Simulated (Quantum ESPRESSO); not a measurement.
# TiTe2 under changes of volume

One of the cells (26.760 Å³/atom); the others are scaled copies at fixed shape and fractional positions:

```
Te Ti
1.0
     3.77700    0.00000    0.00000
    -1.88850    3.27098    0.00000
     0.00000    0.00000    6.49800
Te Ti
2 1
Cartesian
  0.0000 2.1807 4.7903
  1.8885 1.0903 1.7077
  0.0000 0.0000 0.0000
```

* Program: Quantum ESPRESSO 7.5
* Functional: PBEsol
* Potentials or basis: GBRV 1.5 PBEsol
* Cutoff: 612 eV
* Density cutoff: 4898 eV
* k mesh: 8 × 8 × 4
* Occupations: fermi-dirac, width 0.05 eV
* Spin: no spin polarisation

```tsv
volume (Å³/atom)	energy over the lowest point (meV/atom)	pressure (GPa)	largest force (eV/Å)
25.154	4.33	2.1	0.453
25.689	0.00	0.5	0.253
26.225	?	?	?
26.760	5.99	-2.2	0.108
27.295	15.34	-3.4	0.271
27.830	28.34	-4.4	0.423
28.365	44.63	-5.3	0.564
```

What does the run at 26.225 Å³/atom give?

Energy over the lowest point 0.72 meV/atom; pressure -0.9 GPa; largest force 0.066 eV/Å.

Worked out: A Birch-Murnaghan fit of order 3 (a polynomial in V^(-2/3)) to the other rows has its minimum at 25.87 Å³/atom with B0 = V·E''(V) = 70 GPa and B' = 4.2 at fixed shape and positions, which overstates the stiffness. It gives 0.73 meV/atom at 26.225 Å³/atom, against the run's 0.72, and -dE/dV = -0.9 GPa, against -0.9.

Energies are extrapolated to zero smearing.

Caveats: this functional lacks dispersion, which binds the layers, so the pressure and a relaxed spacing across them are unreliable.
